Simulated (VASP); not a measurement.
CdSe:

```
Cd Se
1.0
     4.06313    0.00000    0.00000
    -2.03156    3.51877    0.00000
     0.00000    0.00000    6.69713
Cd Se
2 2
Direct
  0.00000 0.00000 0.00000
  0.00000 0.00000 0.50000
  0.33333 0.66667 0.25000
  0.66667 0.33333 0.75000
```

The cell was built by a generator and needn't be a form met in nature.

| Property | Result |
| --- | --- |
| Program | VASP 6.6.1 |
| Task | relaxation of cell and atoms |
| Functional | PBEsol |
| Potentials or basis | VASP PAW PBE potentials, release 64 (Cd, Se) |
| Cutoff | 600 eV |
| k mesh | 6 × 6 × 4 |
| Occupations | fermi-dirac, width 0.02 eV |
| Spin | no spin polarisation |

At the start: pressure -3.2 GPa; volume 23.94 Å³/atom.

How do energy, volume and symmetry change on relaxing?

Over 3 steps the energy falls by 12.0 meV/atom and the volume is 22.77 Å³/atom (-4.9 %); space group P6_3/mmc (No. 194, to 0.05 Å).

Step by step:
```
step  energy change (eV)  largest force (eV/Å)  pressure (GPa)  volume (Å³)
   1              0.0000                0.0000           -3.16        95.75
   2             -0.0406                0.0000            1.43        89.36
   3             -0.0481                0.0000            0.02        91.09
```

Final structure:
```xyz
4
Lattice="3.9988 0.0000 0.0000 -1.9994 3.4630 0.0000 0.0000 0.0000 6.5781" Properties=species:S:1:pos:R:3 pbc="T T T"
Cd    0.0000    0.0000    0.0000
Cd    0.0000    0.0000    3.2890
Se    0.0000    2.3087    1.6445
Se    1.9994    1.1543    4.9335
```

Caveat: the PAW data sets were made with another functional, which shifts forces and pressure a little.
